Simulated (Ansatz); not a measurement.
# Structure types of CdSe compared at 90 GPa

Structure types of CdSe are relaxed in primitive cells with their symmetry kept at 90 GPa, on PAW files; LAPW relaxes the small cells further and takes the PAW cell for the others (marked *). The enthalpy is E + pV at zero temperature, without zero-point motion. Only the types listed were tried, and differences under about 5 meV/atom are mesh noise. The real phase may be another.

Computed with Ansatz 0.2.0; functional PBE, scalar-relativistic. Settings: Fermi–Dirac smearing of 0.05 eV, no spin polarisation. Methods: LAPW: all electrons, basis error target 0.5 meV/atom; PAW: frozen-core files, cutoff 420 eV.

k meshes: rocksalt 14×14×14, CsCl 14×14×14, zincblende 13×13×13, wurtzite 10×10×5, NiAs 11×11×6.

**Question.** Which type is lowest in enthalpy, and by how much?

**Answer.** CsCl, 60 meV/atom below rocksalt. The whole table:

```tsv
start type	ends as	a, b, c (Å)	V (Å³/atom)	H − H(lowest), LAPW (meV/atom)	same, PAW
rocksalt	rocksalt, Fm-3m	4.892, 4.892, 4.892	14.64	59.7	58.0
CsCl	CsCl, Pm-3m	3.025, 3.025, 3.025	13.84	0.0	0.0
zincblende	zincblende, F-43m	5.153, 5.153, 5.153	17.11	1813.5	1809.2
wurtzite*	distorted wurtzite, P6_3mc	2.601, 2.601, 9.442	13.84	238.8	238.4
NiAs*	NiAs, P6_3/mmc	3.292, 3.292, 6.245	14.66	170.3	168.8
```

**Question.** Split the lead of CsCl over rocksalt into energy and pV.

**Answer.** For rocksalt less CsCl: ΔE = -386.7 meV/atom, and p·ΔV = 90 GPa × +0.7946 Å³ × 6.242 meV/(GPa·Å³) = +446.4 meV/atom, together 59.7 meV/atom. CsCl wins by its smaller volume, against the internal energy.
